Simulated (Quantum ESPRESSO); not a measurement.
The system is SiC (Moissanite 6H).

```
CELL_PARAMETERS angstrom
3.09500 0.00000 0.00000
-1.54750 2.68035 0.00000
0.00000 0.00000 15.17000
ATOMIC_POSITIONS crystal
Si 0.66667 0.33333 0.45830
Si 0.33333 0.66667 0.95830
Si 0.66667 0.33333 0.79170
Si 0.33333 0.66667 0.29170
Si 0.00000 0.00000 0.62500
Si 0.00000 0.00000 0.12500
C 0.66667 0.33333 0.33330
C 0.33333 0.66667 0.83330
C 0.66667 0.33333 0.66670
C 0.33333 0.66667 0.16670
C 0.00000 0.00000 0.50000
C 0.00000 0.00000 0.00000
```

Program: Quantum ESPRESSO 7.5. Alike in all runs: task band structure; no spin polarisation; cell as given; k mesh 10 × 10 × 2; cutoff (eV) 1116; smearing fermi-dirac 0.05 eV.

Task: Order these runs on this cell by their pressure, lowest first.
A. level RPBE; potentials or basis PseudoDojo 0.4.1 SR PBE standard
B. level LDA; potentials or basis PseudoDojo 0.4.1 SR LDA standard; form of the LDA correlation PW92
C. level PBEsol; potentials or basis PseudoDojo 0.4.1 SR PBEsol standard

Result: B (-7.8 GPa), C (-3.1 GPa), A (1.1 GPa).

Caveats: the potentials were made for another functional, which shifts forces and pressure (some runs).
